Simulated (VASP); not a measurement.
Here is a VASP 6.6.1 calculation.

File INCAR:

```
SYSTEM = AlP
ALGO = Normal
EDIFF = 1E-6
ENCUT = 520
GGA = PS
ISIF = 2
ISMEAR = 0
LASPH = .TRUE.
LCHARG = .FALSE.
LREAL = .FALSE.
LWAVE = .FALSE.
NBANDS = 11
NELM = 100
PREC = Accurate
SIGMA = 0.02
```

Contents of KPOINTS:

```
k-points
0
G
  8 8 8
  0 0 0
```

POSCAR

```
AlP
1.0
    0.0000000000      2.7355642273      2.7355642273
    2.7355642273      0.0000000000      2.7355642273
    2.7355642273      2.7355642273      0.0000000000
Al P
1 1
Direct
    0.0000000000      0.0000000000      0.0000000000
    0.7500000000      0.7500000000      0.7500000000
```

Potentials or basis: VASP PAW PBE potentials, release 64 (Al, P).

The run is started by

```sh
$ cat potpaw_PBE.64/Al/POTCAR potpaw_PBE.64/P/POTCAR > POTCAR
$ mpirun -np 1 vasp_std > vasp.out
```

**Question.** What does it give for the pressure?

**Answer.** 0.0 GPa.

**Question.** What does it give for the band gap on the k mesh?

**Answer.** 1.45 eV, indirect (least direct gap 3.15 eV).

Caveat: the PAW data sets were made with another functional, which shifts forces and pressure a little.

**Measured values to compare with.**

A printed reference work, data compilation reports, for a bulk crystal of AlP at 4.2 K: band gap 2.505 eV (indirect).

Measured gap of AlP: 2.505 eV (indirect; 4.2 K; a printed reference work, data compilation). This calculation gives 1.45 eV (-1.05 eV). The value is that of PBEsol on a finite k mesh, which can miss the band edges, without temperature or zero-point motion. Semilocal functionals fall short of measured gaps as a rule. The cell is a database's relaxed one, not the measured one, which moves gaps too.
